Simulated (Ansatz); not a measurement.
# TiPt3: straining the crystal, a shear that moves c along a

Aim: apply a shear that moves c along a to TiPt3 from +0 to +9 %, where the cell is held and the atoms relax, and follow energy, stress and any gap.

Method: DFT PBEsol, scalar-relativistic, plane waves, PAW, in Ansatz 0.2.0.

2 further runs of the same task are left out: 2 set aside as unsound or not needed.

## Step 1: The starting structure

The structure is cubic, space group Pm-3m (No. 221). The conventional cell has a = 3.899 Å, b = 3.899 Å, c = 3.899 Å, α = 90.00°, β = 90.00°, γ = 90.00°. Ti (site symmetry m-3m) is surrounded by 12 Pt at 2.76 Å. Pt (site symmetry 4/mmm) has 4 Ti at 2.76 Å and 8 Pt at 2.76 Å in its first shell of neighbours.

As a file:

```cif
data_structure
_symmetry_space_group_name_H-M 'Pm-3m'
_symmetry_Int_Tables_number 221
_cell_length_a 3.8994
_cell_length_b 3.8994
_cell_length_c 3.8994
_cell_angle_alpha 90.000
_cell_angle_beta 90.000
_cell_angle_gamma 90.000
_cell_volume 59.29
loop_
_atom_site_label
_atom_site_type_symbol
_atom_site_symmetry_multiplicity
_atom_site_Wyckoff_symbol
_atom_site_fract_x
_atom_site_fract_y
_atom_site_fract_z
_atom_site_occupancy
Ti1 Ti 1 a 0.00000 0.00000 0.00000 1
Pt1 Pt 3 c 0.00000 0.50000 0.50000 1
```

It is the result of an earlier relaxation at this level (volume 14.82 Å³/atom; gap on the mesh: none (metal)).

## Step 2: Reference cell for the strains

input.yaml

```yaml
crystal:
  lattice:
    - [3.8993537252, 0.0, 0.0]
    - [0.0, 3.8993537252, 0.0]
    - [0.0, 0.0, 3.8993537252]
  atoms:
    - { symbol: Ti, position: [0.0, 0.0, 0.0] }
    - { symbol: Pt, position: [0.0, 0.5, 0.5] }
    - { symbol: Pt, position: [0.5, 0.0, 0.5] }
    - { symbol: Pt, position: [0.5, 0.5, 0.0] }
basis:
  ecutwfc: 420
kpoints:
  mp_grid: { grid: [14, 14, 14] }
hamiltonian:
  xc: pbesol
scf:
  occupations: { method: gaussian, width: 0.1 }
output:
  forces: true
  stress: true
  eigenvalues: true
```

Launch:

```sh
$ ansatz run input.yaml --threads 1 --pin off --max-ram 2560MiB --backend cpu --events-out ev --progress --plain --runs-dir out
```

Further runs follow: the cell strained by +1.5 %; strain +3.0 %; the cell strained by +4.5 %; At +6.0 %; strain +9.0 %.

**Question.** What will these runs give?

The runs gave:

```
                                  quantity                    value
                       largest energy cost  59.1 meV/atom at +9.0 %
(1/V) d²E/dε², parabola through all points                  159 GPa
```

**Reading.** A parabola through all points has a curvature of 159 GPa, a rough value of the shear constant of this plane and direction. Spin-orbit coupling is left out for Pt.
